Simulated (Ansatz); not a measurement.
The crystal of H (I4/mmm), relaxed at this level, has 15.73 Å³/atom and a gap on the mesh of 9.27 eV:

```cif
data_structure
_symmetry_space_group_name_H-M 'I4/mmm'
_symmetry_Int_Tables_number 139
_cell_length_a 3.7120
_cell_length_b 3.7120
_cell_length_c 4.5660
_cell_angle_alpha 90.000
_cell_angle_beta 90.000
_cell_angle_gamma 90.000
_cell_volume 62.91
loop_
_atom_site_label
_atom_site_type_symbol
_atom_site_symmetry_multiplicity
_atom_site_Wyckoff_symbol
_atom_site_fract_x
_atom_site_fract_y
_atom_site_fract_z
_atom_site_occupancy
H1 H 4 e 0.00000 0.00000 0.91780 1
```

Cells of 10 atoms of this composition were thrown in at random at the volumes given and pushed apart as soft spheres, like charges further apart, which can already order a small cell. Each cell was relaxed without symmetry on coarser meshes and computed once more; the crystal stands on its own mesh of 8×8×8. The calculation used DFT PBE, scalar-relativistic, plane waves, PAW (Ansatz 0.2.0).

Plane waves to 420 eV, a k mesh through Γ of 4×4×4 on the computed 10-atom cell and Gaussian smearing (0.02 eV); no spin polarisation. Other cells take the settings in the table.

Problem. Where do the relaxations end?

Solution. One draw a row:

| start V/V(crystal) | E − E(crystal) (meV/atom) | final V/V(crystal) | gap on mesh (eV) | space group at 0.1 Å | k mesh | P (GPa) | largest force (eV/Å) |
| --- | --- | --- | --- | --- | --- | --- | --- |
| 1.08 | 2 | 1.045 | 9.02 | P1 | 4×3×4 | 0.1 | 0.03 |
| 1.16 | 1 | 1.116 | 9.18 | P1 | 4×4×4 | 0.0 | 0.02 |
| 1.16 | 2 | 1.159 | 9.13 | P1 | 3×4×4 | 0.0 | 0.03 |

An odd mesh misses points on the zone edge, so a gap read on it can be too wide.

Cost: 6 runs of about 1.4 core-minutes in all (earlier runs that led there not counted), on AMD EPYC 9R45 (Zen 5) (shared hosts).